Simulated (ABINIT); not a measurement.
# C (Fd-3m) in ABINIT: settings compared, part 2 of 2

ABINIT 10.8.3 (patched build). The steps go on from the part before.

## (5) Equation of state, PBE+D2

run.abi reads:

```
# Datasets: one volume each
ndtset 7
getwfk -1
scalecart1 3*0.9795861087
scalecart2 3*0.9864848297
scalecart3 3*0.9932883884
scalecart4 3*1.0000000000
scalecart5 3*1.0066227096
scalecart6 3*1.0131594038
scalecart7 3*1.0196128224

# Pseudopotentials
pp_dirpath "./"
pseudos "C.GGA_PBE-JTH.xml"

# Structure
acell 3*1.0
rprim
     0.0000000000     3.3700808789     3.3700808789
     3.3700808789     0.0000000000     3.3700808789
     3.3700808789     3.3700808789     0.0000000000
ntypat 1
znucl 6
natom 2
typat 1 1
xred
     0.7500000000     0.7500000000     0.7500000000
     0.5000000000     0.5000000000     0.5000000000

# Plane-wave basis
ecut 19.0
pawecutdg 38.0
pawxcdev 0
pawovlp 30

# k points
kptopt 1
ngkpt 13 13 13
nshiftk 1
shiftk 0.0 0.0 0.0

# Exchange and correlation
ixc 11
vdw_xc 5

# Bands and occupations
nband 8
occopt 3
tsmear 0.00183747

# SCF cycle
nstep 100
tolvrs 1.0e-9

# Output
iomode 3
prtwf 1
prtden 0
prteig 0
prtebands 0
enunit 1
```

Potentials or basis: JTH PAW PBE v2.0.

Command:

```bash
> abinit run.abi > log 2>&1
```

run.abo:

```text
.Version 10.8.3 of ABINIT
 DATASET    1 : space group Fd -3 m (#227); Bravais cF (face-center cubic)
================================================================================
 Values of the parameters that define the memory need for DATASET  1.
     intxc =       0    ionmov =       0      iscf =      17    lmnmax =       8
     lnmax =       4     mgfft =      20  mpssoang =       2    mqgrid =    3001
     natom =       2  nloc_mem =       2    nspden =       1   nspinor =       1
    nsppol =       1      nsym =      48    n1xccc =       1    ntypat =       1
    occopt =       3   xclevel =       2
       mpw =         298          nfft =        8000          nkpt =          84
 PAW method is used; the additional fine FFT grid is defined by:
   mgfftf=        27    nfftf =     19683
================================================================================
================================================================================
[... 71 lines left out ...]
 DATASET    7 : space group Fd -3 m (#227); Bravais cF (face-center cubic)
================================================================================
 Values of the parameters that define the memory need for DATASET  7.
     intxc =       0    ionmov =       0      iscf =      17    lmnmax =       8
     lnmax =       4     mgfft =      20  mpssoang =       2    mqgrid =    3001
     natom =       2  nloc_mem =       2    nspden =       1   nspinor =       1
    nsppol =       1      nsym =      48    n1xccc =       1    ntypat =       1
    occopt =       3   xclevel =       2
       mpw =         328          nfft =        8000          nkpt =          84
 PAW method is used; the additional fine FFT grid is defined by:
   mgfftf=        30    nfftf =     27000
================================================================================
================================================================================

--------------------------------------------------------------------------------
------------- Echo of variables that govern the present computation ------------
--------------------------------------------------------------------------------
 -outvars: echo values of preprocessed input variables --------
            acell      1.0000000000E+00  1.0000000000E+00  1.0000000000E+00 Bohr
              amu      1.20110000E+01
             ecut      1.90000000E+01 Hartree
           enunit           1
           getwfk          -1
                       outvar_i_n : Printing only first  50 k-points.
              ixc          11
           jdtset        1    2    3    4    5    6    7
                       outvar_i_n : Printing only first  50 k-points.
         kptrlatt       13    0    0      0   13    0      0    0   13
          kptrlen1     6.06933755E+01
          kptrlen2     6.11208077E+01
          kptrlen3     6.15423438E+01
          kptrlen4     6.19581831E+01
          kptrlen5     6.23685142E+01
          kptrlen6     6.27735159E+01
          kptrlen7     6.31733579E+01
            natom           2
            nband           8
           ndtset           7
            ngfft          20      20      20
          ngfftdg1         27      27      27
          ngfftdg2         30      30      30
          ngfftdg3         30      30      30
          ngfftdg4         30      30      30
          ngfftdg5         30      30      30
          ngfftdg6         30      30      30
          ngfftdg7         30      30      30
             nkpt          84
            nstep         100
[... 44 lines left out ...]
           xangst4     2.6750549982E+00  2.6750549982E+00  2.6750549982E+00
                       1.7833699988E+00  1.7833699988E+00  1.7833699988E+00
           xangst5     2.6927711106E+00  2.6927711106E+00  2.6927711106E+00
                       1.7951807404E+00  1.7951807404E+00  1.7951807404E+00
           xangst6     2.7102571271E+00  2.7102571271E+00  2.7102571271E+00
                       1.8068380847E+00  1.8068380847E+00  1.8068380847E+00
           xangst7     2.7275203768E+00  2.7275203768E+00  2.7275203768E+00
                       1.8183469179E+00  1.8183469179E+00  1.8183469179E+00
            xcart1     4.9519266212E+00  4.9519266212E+00  4.9519266212E+00
                       3.3012844142E+00  3.3012844142E+00  3.3012844142E+00
            xcart2     4.9868004928E+00  4.9868004928E+00  4.9868004928E+00
                       3.3245336619E+00  3.3245336619E+00  3.3245336619E+00
            xcart3     5.0211933075E+00  5.0211933075E+00  5.0211933075E+00
                       3.3474622050E+00  3.3474622050E+00  3.3474622050E+00
            xcart4     5.0551213184E+00  5.0551213184E+00  5.0551213184E+00
                       3.3700808789E+00  3.3700808789E+00  3.3700808789E+00
            xcart5     5.0885999188E+00  5.0885999188E+00  5.0885999188E+00
                       3.3923999459E+00  3.3923999459E+00  3.3923999459E+00
            xcart6     5.1216437010E+00  5.1216437010E+00  5.1216437010E+00
                       3.4144291340E+00  3.4144291340E+00  3.4144291340E+00
            xcart7     5.1542665150E+00  5.1542665150E+00  5.1542665150E+00
                       3.4361776767E+00  3.4361776767E+00  3.4361776767E+00
             xred      7.5000000000E-01  7.5000000000E-01  7.5000000000E-01
                       5.0000000000E-01  5.0000000000E-01  5.0000000000E-01
            znucl        6.00000

================================================================================

 chkinp: Checking input parameters for consistency, jdtset=   1.

 chkinp: Checking input parameters for consistency, jdtset=   2.
[... 40 lines left out ...]
 getcut: wavevector=  0.0000  0.0000  0.0000  ngfft=  27  27  27
         ecut(hartree)=     38.000   => boxcut(ratio)=   2.00983

--- Pseudopotential description ------------------------------------------------
- pspini: atom type   1  psp file is ./C.GGA_PBE-JTH.xml
 Pseudopotential format is: paw10
 basis_size (lnmax)=  4 (lmn_size=  8), orbitals=   0   0   1   1
 Spheres core radius: rc_sph= 1.50736703
 Shapefunction is SIN type: shapef(r)=[sin(pi*r/rshp)/(pi*r/rshp)]**2
 Radius for shape functions =  1.30052589
 Compensation charge density is not taken into account in XC energy/potential

   6.99883411E+01                                ecore*ucvol(ha*bohr**3)
--------------------------------------------------------------------------------

================================================================================

--- !BeginCycle
iteration_state: {dtset: 1, }
solver: {iscf: 17, nstep: 100, nline: 4, wfoptalg: 10, }
tolerances: {tolvrs: 1.00E-09, }
...
[... 1242 lines left out ...]
-Cartesian components of stress tensor (GPa)         [Pressure= -2.4784E+01 GPa]
- sigma(1 1)=  2.47844416E+01  sigma(3 2)=  0.00000000E+00
- sigma(2 2)=  2.47844416E+01  sigma(3 1)=  0.00000000E+00
- sigma(3 3)=  2.47844416E+01  sigma(2 1)=  0.00000000E+00

== END DATASET(S) ==============================================================
================================================================================

 -outvars: echo values of variables after computation  --------
            acell      1.0000000000E+00  1.0000000000E+00  1.0000000000E+00 Bohr
           etotal1    -1.1498375216E+01
           etotal2    -1.1499644440E+01
           etotal3    -1.1500326865E+01
           etotal4    -1.1500473945E+01
           etotal5    -1.1500156099E+01
           etotal6    -1.1499463599E+01
           etotal7    -1.1498397301E+01
            fcart1    -9.1759009404E-29 -7.1368118425E-29  1.5293168234E-28
                       9.1759009404E-29  7.1368118425E-29 -1.5293168234E-28
            fcart2     3.2397268273E-28 -9.7191804818E-28  2.2678087791E-27
                      -3.2397268273E-28  9.7191804818E-28 -2.2678087791E-27
            fcart3     8.0438405522E-29 -1.3674528939E-27  8.0438405522E-29
                      -8.0438405522E-29  1.3674528939E-27 -8.0438405522E-29
            fcart4    -2.0773618889E-27 -1.5979706837E-28  1.1185794786E-27
                       2.0773618889E-27  1.5979706837E-28 -1.1185794786E-27
            fcart5    -2.7185208220E-27  1.4485548905E-27  1.3890252375E-28
                       2.7185208220E-27 -1.4485548905E-27 -1.3890252375E-28
[... 38 lines left out ...]
                       0.0000000000E+00  0.0000000000E+00  0.0000000000E+00
           xangst1     2.6204467163E+00  2.6204467163E+00  2.6204467163E+00
                       1.7469644775E+00  1.7469644775E+00  1.7469644775E+00
           xangst2     2.6389011743E+00  2.6389011743E+00  2.6389011743E+00
                       1.7592674496E+00  1.7592674496E+00  1.7592674496E+00
           xangst3     2.6571010680E+00  2.6571010680E+00  2.6571010680E+00
                       1.7714007120E+00  1.7714007120E+00  1.7714007120E+00
           xangst4     2.6750549982E+00  2.6750549982E+00  2.6750549982E+00
                       1.7833699988E+00  1.7833699988E+00  1.7833699988E+00
           xangst5     2.6927711106E+00  2.6927711106E+00  2.6927711106E+00
                       1.7951807404E+00  1.7951807404E+00  1.7951807404E+00
           xangst6     2.7102571271E+00  2.7102571271E+00  2.7102571271E+00
                       1.8068380847E+00  1.8068380847E+00  1.8068380847E+00
           xangst7     2.7275203768E+00  2.7275203768E+00  2.7275203768E+00
                       1.8183469179E+00  1.8183469179E+00  1.8183469179E+00
             xred      7.5000000000E-01  7.5000000000E-01  7.5000000000E-01
                       5.0000000000E-01  5.0000000000E-01  5.0000000000E-01
 Calculation completed.
```

It took 31 s on 1 thread of Arm Neoverse V1, shared host; peak memory 0.11 GiB.

Results:

* Equilibrium volume: 5.65 Å³/atom
* Bulk modulus: 449 GPa
* Pressure derivative of the bulk modulus: 5.7

Energy against volume, from the lowest point:
| volume (Å³/atom) | energy (meV/atom) |
| --- | --- |
| 5.332 | 28.55 |
| 5.445 | 11.29 |
| 5.558 | 2.00 |
| 5.672 | 0.00 |
| 5.785 | 4.32 |
| 5.899 | 13.75 |
| 6.012 | 28.25 |

Caveat: pressures at fixed basis lie under the slope of the energies; the atomic spheres overlap.

## (6) Summary

```csv
level,V0 of scaled cells (Å³/atom),B0 (GPa)
PBE,5.69,435
PBE+D3,5.65,444
PBE+D3(BJ),5.62,455
PBE+D2,5.65,449
```

Alike in all rows: task equation of state; potentials or basis JTH PAW PBE v2.0; no spin polarisation; cell as given; k mesh 13 × 13 × 13; cutoff (eV) 517; smearing fermi-dirac 0.05 eV.

Caveats: pressures at fixed basis lie under the slope of the energies; the atomic spheres overlap.

Total energies depend on the potentials used, so only differences within one code and one set of settings carry meaning.

## (7) Comparison with measurements

Step 2. Measured bulk modulus of C: 444.8 GPa (quoted in “Equation of state of cubic boron nitride at high pressures and temperatures”, 2007, arxiv:cond-mat/0702656). This calculation gives 435 GPa (-2.2 %). 3 values of this kind are on record (442 to 444.8 GPa); this one was drawn at random among those near their median, those with a stated uncertainty first. The fit is for a static lattice scaled at fixed shape and fixed fractional positions. The cell as given is a measured one (5.67 Å³/atom); PBE puts the equilibrium volume +0.3 % from it, thermal expansion not counted.

Step 3. A measured bulk modulus of C is 442 GPa (quoted in “Equation of state of cubic boron nitride at high pressures and temperatures”, 2007, arxiv:cond-mat/0702656); the calculated 444 GPa misses it by +0.5 %. 3 values of this kind are on record (442 to 444.8 GPa); this one was drawn at random among those near their median, those with a stated uncertainty first. The fit is for a static lattice scaled at fixed shape and fixed fractional positions. The cell as given is a measured one (5.67 Å³/atom); PBE+D3 puts the equilibrium volume -0.4 % from it, thermal expansion not counted.

Step 4. Against the measured bulk modulus of C, 442 GPa (quoted in “Equation of state of cubic boron nitride at high pressures and temperatures”, 2007, arxiv:cond-mat/0702656), the calculated 455 GPa is off by +3.0 %. 3 values of this kind are on record (442 to 444.8 GPa); this one was drawn at random among those near their median, those with a stated uncertainty first. The fit is for a static lattice scaled at fixed shape and fixed fractional positions. The cell as given is a measured one (5.67 Å³/atom); PBE+D3(BJ) puts the equilibrium volume -0.9 % from it, thermal expansion not counted.

Step 5. A measured bulk modulus of C is 444.8 GPa (quoted in “Equation of state of cubic boron nitride at high pressures and temperatures”, 2007, arxiv:cond-mat/0702656); the calculated 449 GPa misses it by +1.0 %. 3 values of this kind are on record (442 to 444.8 GPa); this one was drawn at random among those near their median, those with a stated uncertainty first. The fit is for a static lattice scaled at fixed shape and fixed fractional positions. The cell as given is a measured one (5.67 Å³/atom); PBE+D2 puts the equilibrium volume -0.4 % from it, thermal expansion not counted.
